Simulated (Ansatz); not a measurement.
NaCl:

```
CELL_PARAMETERS angstrom
3.50219 0.00000 0.00000
0.00000 3.50219 0.00000
0.00000 0.00000 3.50219
ATOMIC_POSITIONS crystal
Cl 0.50000 0.50000 0.50000
Na 0.00000 0.00000 0.00000
```

Measurements of this composition are mostly on another form, of space group No. 225.

```yaml
Program: Ansatz 0.2.0
Task: relaxation of cell and atoms
Functional: PBEsol
Dispersion: D3(BJ)
Potentials_or_basis: all-electron LAPW, scalar-relativistic
Basis_error_allowed: 0.001 eV/atom
k_mesh: 8 × 8 × 8
Occupations: fermi-dirac, width 0.05 eV
Spin: no spin polarisation
```

At the start: volume 21.48 Å³/atom.

Task: Where does the relaxation end?

Result: Over 5 steps the energy falls by 20.9 meV/atom and the volume is 19.32 Å³/atom (-10.0 %); space group Pm-3m (No. 221, to 0.05 Å).

Step by step:
```
step  energy change (eV)  largest force (eV/Å)  volume (Å³)
   1              0.0000                0.0000        42.96
   2             -0.0340                0.0000        40.37
   3             -0.0414                0.0000        38.21
   4             -0.0418                0.0000        38.64
   5             -0.0418                0.0000        38.64
```

Final structure:
```
Cl Na
1.0
     3.38078    0.00000    0.00000
     0.00000    3.38078    0.00000
     0.00000    0.00000    3.38078
Cl Na
1 1
Direct
  0.50000 0.50000 0.50000
  0.00000 0.00000 0.00000
```
